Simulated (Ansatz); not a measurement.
Crystal: SnSe.

```xyz
2
Lattice="0.0000 3.0100 3.0100 3.0100 0.0000 3.0100 3.0100 3.0100 0.0000" Properties=species:S:1:pos:R:3 pbc="T T T"
Sn    0.0000    0.0000    0.0000
Se    3.0100    3.0100    3.0100
```

Measurements of this composition are mostly on another form, of space group No. 62.

- Program: Ansatz 0.2.0
- Task: relaxation of cell and atoms
- Functional: PBE
- Dispersion: D3(BJ)
- Potentials or basis: Ansatz PAW
- Cutoff: 420 eV (not typed: the program's choice for these potentials)
- k mesh: 8 × 8 × 8
- Occupations: fermi-dirac, width 0.05 eV
- Spin: no spin polarisation

At the start: volume 27.27 Å³/atom.

Question: Where does the relaxation end?

Answer: It ends after 4 steps and the volume is 26.64 Å³/atom (-2.3 %); space group Fm-3m (No. 225, to 0.05 Å).

Step by step:
| step | energy change (eV) | largest force (eV/Å) | volume (Å³) |
| --- | --- | --- | --- |
| 1 | 0.0000 | 0.0000 | 54.54 |
| 2 | -0.0043 | 0.0000 | 52.72 |
| 3 | -0.0051 | 0.0000 | 53.29 |
| 4 | -0.0049 | 0.0000 | 53.29 |

Final structure:
```yaml
crystal:
  lattice:
    - [0.00000, 2.98672, 2.98672]
    - [2.98672, 0.00000, 2.98672]
    - [2.98672, 2.98672, 0.00000]
  atoms:
    - { symbol: Sn, position: [0.00000, 0.00000, 0.00000] }
    - { symbol: Se, position: [0.50000, 0.50000, 0.50000] }
```

Caveat: the plane-wave basis is chosen anew once the cell has moved, so the energies of steps on either side of that aren't comparable.
